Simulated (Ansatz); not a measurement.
# Lattice vibrations of FePt at Γ

Theory: Ansatz 0.2.0, DFT PBE, scalar-relativistic, plane waves, PAW. Settings: 420 eV plane-wave cutoff, Γ-centred 20×20×14 mesh, Gaussian smearing of 0.20 eV. Collinear spin, site moments 3.0, 0.4 μB. Phonons by linear response, acoustic sum rule imposed.

Equilibrium structure at this level:
```yaml
crystal:
  lattice:
    - [2.73054, 0.00000, 0.00000]
    - [0.00000, 2.73054, 0.00000]
    - [0.00000, 0.00000, 3.76376]
  atoms:
    - { symbol: Fe, position: [0.00000, 0.00000, 0.00000] }
    - { symbol: Pt, position: [0.50000, 0.50000, 0.50000] }
```

The cell has the CuAu (L1_0) type, in a space group that the Crystallography Open Database lists for this formula; it was reached from a generator's guess. In a metal, frequencies depend on the k mesh and the smearing, soft modes most. Spin–orbit coupling is left out, which matters for heavy elements.

(1) Is this structure stable against zone-centre distortions?

(2) List the optical modes at Γ (i marks imaginary ones).

Results:

(1) Yes, at Γ: no optical mode is imaginary. Strains and other wave vectors aren't tested by this run.

(2)
```json
{"frequency (meV)": "19.4", "degeneracy": "2"}
{"frequency (meV)": "28.0", "degeneracy": "1"}
```
